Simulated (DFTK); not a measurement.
# Si (Fd-3m) in DFTK: reference runs

How does Si come out in PBE? The cell is run as given and disturbed.

Everything below comes from runs of DFTK 0.8.2. Logs are shortened: lines on timing, memory, paths and dates and some standing lists are left out, and cuts for length are marked.

## 1. The structure

Symmetry: Fd-3m, No. 227, cubic system. The conventional cell has a = 5.444 Å, b = 5.444 Å, c = 5.444 Å, α = 90.00°, β = 90.00°, γ = 90.00°. Si (site symmetry -43m) is surrounded by 4 Si at 2.36 Å.

## 2. Single point, PBE

Input file run.jl:

```julia
using DFTK
using PseudoPotentialData
using Unitful, UnitfulAtomic
using LinearAlgebra, Printf
include("save.jl")
disable_threading()

# lattice vectors are the columns
lattice = austrip(1u"Å") * [           0.0   2.7218511865   2.7218511865;
             2.7218511865            0.0   2.7218511865;
             2.7218511865   2.7218511865            0.0]
symbols   = [:Si, :Si]
positions = [[0.5, 0.5, 0.5],
             [0.75, 0.75, 0.75]]
pseudopotentials = PseudoFamily("dojo.nc.sr.pbe.v0_4_1.standard.upf")
elements = Dict(s => ElementPsp(s, pseudopotentials) for s in unique(symbols))
atoms    = [elements[s] for s in symbols]

build_model(lattice, positions; symmetries=true) =
    model_DFT(lattice, atoms, positions;
              functionals=PBE(),
              temperature=austrip(0.05u"eV"),
              smearing=Smearing.FermiDirac(),
              symmetries)
Ecut  = 24.0  # hartree
kgrid = [8, 8, 8]
tol   = 1e-6
to_GPa = ustrip(uconvert(u"GPa", 1u"hartree/bohr^3"))

model = build_model(lattice, positions)
basis = PlaneWaveBasis(model; Ecut, kgrid)
display(basis)
scfres = self_consistent_field(basis;
                               tol,
                               nbandsalg=AdaptiveBands(model; n_bands_converge=9))
display(scfres.energies)
@printf "Fermi level: %.6f eV\n" ustrip(auconvert(u"eV", something(scfres.εF, NaN)))
forces = compute_forces_cart(scfres)
println("Forces (eV/Å)")
for (s, f) in zip(symbols, forces)
    @printf "%-3s %12.6f %12.6f %12.6f\n" s ustrip.(auconvert.(u"eV/Å", f))...
end
stress = compute_stresses_cart(scfres)
println("Stress (GPa)")
display(round.(stress * to_GPa; digits=4))
println("Levels at the first k-point (eV): ", round.(ustrip.(auconvert.(u"eV", scfres.eigenvalues[1][1:scfres.n_bands_converge])); digits=4))
save_scf!(scfres; forces, stress)
```

Potentials or basis: dojo.nc.sr.pbe.v0_4_1.standard.upf (PBE).

Launch:

```
$ julia --threads=1 run.jl  # save.jl only writes the numbers to a file and isn't shown; printed stress counts tension as positive; times include loading and compiling
```

The log of the run:

```text
PlaneWaveBasis discretization:

    Ecut                 : 24.0 Ha
    fft_size             : (36, 36, 36), 46656 total points
    kgrid                : MonkhorstPack([8, 8, 8])
    num.   red. kpoints  : 512
    num. irred. kpoints  : 29

    Discretized Model(gga_x_pbe+gga_c_pbe, 3D):
        lattice (in Bohr)    : [0         , 5.14355   , 5.14355   ]
                               [5.14355   , 0         , 5.14355   ]
                               [5.14355   , 5.14355   , 0         ]
        unit cell volume     : 272.16 Bohr³

        atoms                : Si₂
        pseudopot. family    : PseudoFamily("dojo.nc.sr.pbe.v0_4_1.standard.upf")

        num. electrons       : 8
        spin polarization    : none
        temperature          : 0.0018375 Ha
        smearing             : DFTK.Smearing.FermiDirac()

        terms                : Kinetic()
                               AtomicLocal()
                               AtomicNonlocal()
                               Ewald(nothing)
                               PspCorrection()
                               Hartree()
                               Xc(gga_x_pbe, gga_c_pbe)
                               Entropy()
n     Energy            log10(ΔE)   log10(Δρ)   Diag   Δtime
---   ---------------   ---------   ---------   ----   ------
  1   -8.460519983304                   -0.96    4.8    2.55s
  2   -8.462083610228       -2.81       -1.38    1.0    1.10s
  3   -8.462377405523       -3.53       -2.93    2.1    1.71s
  4   -8.462388332673       -4.96       -3.28    4.5    1.59s
  5   -8.462388422161       -7.05       -3.97    1.8    1.58s
  6   -8.462388427565       -8.27       -4.49    2.8    1.13s
  7   -8.462388428251       -9.16       -5.34    2.5    1.82s
  8   -8.462388428273      -10.66       -5.95    2.9    1.23s
  9   -8.462388428273      -12.30       -6.77    2.4    1.74s
Energy breakdown (in Ha):
    Kinetic             3.0602311
    AtomicLocal         -2.3088071
    AtomicNonlocal      1.1520819
    Ewald               -8.3783295
    PspCorrection       0.5492837
    Hartree             0.5512255
    Xc                  -3.0880729
    Entropy             -0.0000010

    total               -8.462388428273
Fermi level: 4.579576 eV
Forces (eV/Å)
Si      0.000000     0.000000    -0.000000
Si     -0.000000    -0.000000     0.000000
Stress (GPa)
3×3 StaticArraysCore.SMatrix{3, 3, Float64, 9} with indices SOneTo(3)×SOneTo(3):
 -1.2692   0.0      0.0
  0.0     -1.2692   0.0
  0.0      0.0     -1.2692
Levels at the first k-point (eV): [-7.6272, 4.2876, 4.2876, 4.2876, 6.8402, 6.8402, 6.8402, 7.5455, 12.0109]
```

Run time: 42 s. Hardware: 1 thread of Intel Xeon Platinum 8559C (Emerald Rapids), shared host; peak memory 1.5 GiB.

Results:

- Free energy: -230.2733 eV
- Pressure: 1.3 GPa
- Band gap on the k mesh: 0.62 eV, indirect (least direct gap 2.55 eV)

Levels at points of the mesh, in eV from the valence-band top:
| k point | band 2 | band 3 | band 4 | band 5 | band 6 | band 7 |
| --- | --- | --- | --- | --- | --- | --- |
| (0.00, 0.00, 0.00) | 0.00 | 0.00 | 0.00 | 2.55 | 2.55 | 2.55 |
| (-0.50, 0.00, 0.00) | -6.94 | -1.19 | -1.19 | 1.50 | 3.34 | 3.34 |
| (-0.50, -0.50, 0.00) | -7.80 | -2.84 | -2.84 | 0.72 | 0.72 | 10.03 |

A k mesh can miss the band edges. As with any semilocal functional, this PBE gap is likely too small.

## 3. Single point, PBE (atoms moved at random, drawn with an rms of 0.05 Å)

run.jl: that of step 2 with these lines changed.

```diff
@@ -12,4 +12,4 @@
 symbols   = [:Si, :Si]
-positions = [[0.5, 0.5, 0.5],
-             [0.75, 0.75, 0.75]]
+positions = [[0.509307, 0.489359, 0.503172],
+             [0.743873, 0.75191, 0.743863]]
 pseudopotentials = PseudoFamily("dojo.nc.sr.pbe.v0_4_1.standard.upf")
```

Potentials or basis: dojo.nc.sr.pbe.v0_4_1.standard.upf (PBE).

Launch:

```
$ julia --threads=1 run.jl  # save.jl only writes the numbers to a file and isn't shown; printed stress counts tension as positive; times include loading and compiling
```

The log of the run:

```text
PlaneWaveBasis discretization:

    Ecut                 : 24.0 Ha
    fft_size             : (36, 36, 36), 46656 total points
    kgrid                : MonkhorstPack([8, 8, 8])
    num.   red. kpoints  : 512
    num. irred. kpoints  : 512

    Discretized Model(gga_x_pbe+gga_c_pbe, 3D):
        lattice (in Bohr)    : [0         , 5.14355   , 5.14355   ]
                               [5.14355   , 0         , 5.14355   ]
                               [5.14355   , 5.14355   , 0         ]
        unit cell volume     : 272.16 Bohr³

        atoms                : Si₂
        pseudopot. family    : PseudoFamily("dojo.nc.sr.pbe.v0_4_1.standard.upf")

        num. electrons       : 8
        spin polarization    : none
        temperature          : 0.0018375 Ha
        smearing             : DFTK.Smearing.FermiDirac()

        terms                : Kinetic()
                               AtomicLocal()
                               AtomicNonlocal()
                               Ewald(nothing)
                               PspCorrection()
                               Hartree()
                               Xc(gga_x_pbe, gga_c_pbe)
                               Entropy()
n     Energy            log10(ΔE)   log10(Δρ)   Diag   Δtime
---   ---------------   ---------   ---------   ----   ------
  1   -8.459331541569                   -0.96    4.3    25.5s
  2   -8.460914319487       -2.80       -1.38    1.0    14.4s
  3   -8.461226645407       -3.51       -2.81    2.2    17.3s
  4   -8.461242809340       -4.79       -3.39    3.9    26.4s
  5   -8.461242876477       -7.17       -4.10    2.0    17.2s
  6   -8.461242881238       -8.32       -4.64    2.9    21.0s
  7   -8.461242881448       -9.68       -5.18    2.5    19.3s
  8   -8.461242881469      -10.68       -6.19    2.1    17.5s
Energy breakdown (in Ha):
    Kinetic             3.0609630
    AtomicLocal         -2.3110472
    AtomicNonlocal      1.1526351
    Ewald               -8.3762910
    PspCorrection       0.5492837
    Hartree             0.5513082
    Xc                  -3.0880849
    Entropy             -0.0000098

    total               -8.461242881469
Fermi level: 4.697022 eV
Forces (eV/Å)
Si      0.099821    -0.896500    -0.084295
Si     -0.099821     0.896500     0.084295
Stress (GPa)
3×3 StaticArraysCore.SMatrix{3, 3, Float64, 9} with indices SOneTo(3)×SOneTo(3):
 -1.52    -0.2543  -2.5983
 -0.2543  -1.233    0.2977
 -2.5983   0.2977  -1.521
Levels at the first k-point (eV): [-7.6328, 3.965, 4.2883, 4.6206, 6.6418, 6.827, 7.0286, 7.5388, 12.0032]
```

Run time: 5.7 min. Hardware: 1 thread of Intel Xeon Platinum 8559C (Emerald Rapids), shared host; peak memory 3.8 GiB.

Results:

| Property | Result |
| --- | --- |
| Free energy | -230.2421 eV |
| Pressure | 1.4 GPa |
| Largest force | 0.906 eV/Å |
| Band gap on the k mesh | 0.22 eV, indirect (least direct gap 2.02 eV) |

Forces on the atoms (eV/Å):
```
Si   0.100 -0.896 -0.084
Si  -0.100  0.896  0.084
```

Stress tensor (GPa, compression positive):
```
 1.52  0.25  2.60
 0.25  1.23 -0.30
 2.60 -0.30  1.52
```
